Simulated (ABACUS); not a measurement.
**SiRu: equation of state with PBEsol**

Crystal: SiRu.

```
CELL_PARAMETERS angstrom
4.70860 0.00000 0.00000
0.00000 4.70860 0.00000
0.00000 0.00000 4.70860
ATOMIC_POSITIONS crystal
Ru 0.12941 0.12941 0.12941
Ru 0.37059 0.87059 0.62941
Ru 0.62941 0.37059 0.87059
Ru 0.87059 0.62941 0.37059
Si 0.83758 0.83758 0.83758
Si 0.66242 0.16242 0.33758
Si 0.33758 0.66242 0.16242
Si 0.16242 0.33758 0.66242
```

The cell comes from a database or a generator and needn't be the stable form of this composition.

```yaml
Program: ABACUS 3.10.1
Task: equation of state
Functional: PBEsol
Potentials_or_basis: GBRV ultrasoft 1.5 PBEsol
Cutoff: 544 eV
Density_cutoff: 4354 eV
Basis: plane waves
k_mesh: 5 × 5 × 5
Occupations: fermi-dirac, width 0.05 eV
Spin: no spin polarisation
```

| Item | Value |
| --- | --- |
| Equilibrium volume | 12.92 Å³/atom |
| Bulk modulus at fixed shape and positions | 263 GPa |
| Pressure derivative of the bulk modulus | 4.6 (rough: it moves with the points fitted) |

Energy against volume, from the lowest point:
| volume (Å³/atom) | energy (meV/atom) |
| --- | --- |
| 12.266 | 28.52 |
| 12.788 | 0.00 |
| 13.310 | 8.27 |
| 13.832 | 45.88 |

All runs of the series together: 6.8 min on 4 threads of Intel(R) Xeon(R) Platinum 8259CL CPU @ 2.50GHz (Skylake/Cascade Lake) (shared host).

Caveat: the cell was scaled at fixed shape and fractional positions, which overstates the stiffness of a crystal with free parameters, most of all of layers and chains.
